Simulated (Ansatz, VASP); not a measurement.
One calculation of Ta, two programs

```
Ta
1.0
     2.79075    0.00000    0.00000
    -1.39538    2.41686    0.00000
     0.00000    0.00000    2.63859
Ta
1
Cartesian
  0.0000 0.0000 0.0000
```

Alike in both runs: functional PBE; k mesh 17 × 17 × 16; occupations fermi-dirac, width 0.05 eV; no spin polarisation.

Ansatz relaxed the structure, and its values are those at the end. VASP's run is a single point on that final structure, the one shown.

|  | VASP | Ansatz |
| --- | --- | --- |
| version | VASP 6.6.1 | Ansatz 0.2.0 |
| potentials or method | VASP PAW PBE potentials, release 64 (Ta_pv) | PAW with Ansatz's default frozen-core files, scalar-relativistic |
| plane-wave cutoff (eV) | 520 | 420 |
| valence electrons in the cell | 11 | 13 |

```csv
,VASP,Ansatz,Ansatz less VASP
pressure (GPa),21.2,20.9,-0.28
```

The two sets of potentials don't hold the same shells in valence.

Caveats: so large a pressure means that the cell lies far from this level's equilibrium, or that cutoff or potentials fall short (VASP). Spin-orbit coupling is left out, which matters for the levels of Ta.
